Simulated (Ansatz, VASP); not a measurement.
# Two plane-wave programs on K

File INCAR:

```
SYSTEM = K
PREC = Accurate
ENCUT = 520
EDIFF = 1E-6
ISMEAR = 1
SIGMA = 0.6
LREAL = .False.
LASPH = .True.
NELM = 80
ALGO = Normal
ISIF = 2
LWAVE = .False.
LCHARG = .False.
NBANDS = 10
```

KPOINTS

```
regular mesh
0
Gamma
  9 9 9
  0 0 0
```

File POSCAR:

```
K
1.0
   -2.5241928768      2.5241928768      2.5241928768
    2.5241928768     -2.5241928768      2.5241928768
    2.5241928768      2.5241928768     -2.5241928768
K
1
Direct
    0.0000000000      0.0000000000      0.0000000000
```

Input for Ansatz:

```yaml
crystal:
  lattice:
    - [-2.5241928768, 2.5241928768, 2.5241928768]
    - [2.5241928768, -2.5241928768, 2.5241928768]
    - [2.5241928768, 2.5241928768, -2.5241928768]
  atoms:
    - { symbol: K, position: [0.0, 0.0, 0.0] }
hamiltonian:
  xc: lda
  pseudopotentials:
    kind: paw
    azcp:
      K: "pseudopotentials/K.paw.azcp"
basis:
  ecutwfc: 420
  fft_grid_basis: typed
kpoints:
  mp_grid: { grid: [9, 9, 9], shift: [0, 0, 0] }
magnetization:
  spin_polarized: false
scf:
  occupations: { method: methfessel_paxton, width: 0.6 }
  lower_state_search: "off"
output:
  stress: true
```

Alike in both runs: task single point; functional LDA; k mesh 9 × 9 × 9; occupations methfessel-paxton of order 1, width 0.6 eV; no spin polarisation.

|  | VASP | Ansatz |
| --- | --- | --- |
| version | VASP 6.6.1 | Ansatz 0.2.0 |
| potentials or method | VASP PAW LDA potentials, release 64 (K_sv) | plane waves (420 eV) with PAW, scalar-relativistic |
| plane-wave cutoff (eV) | 520 | 420 |
| valence electrons in the cell | 9 | 9 |

|  | VASP | Ansatz | Ansatz less VASP |
| --- | --- | --- | --- |
| pressure (GPa) | 0.0 | 0.0 | +0.02 |

Ansatz warned: «pseudo_functional_mismatch».
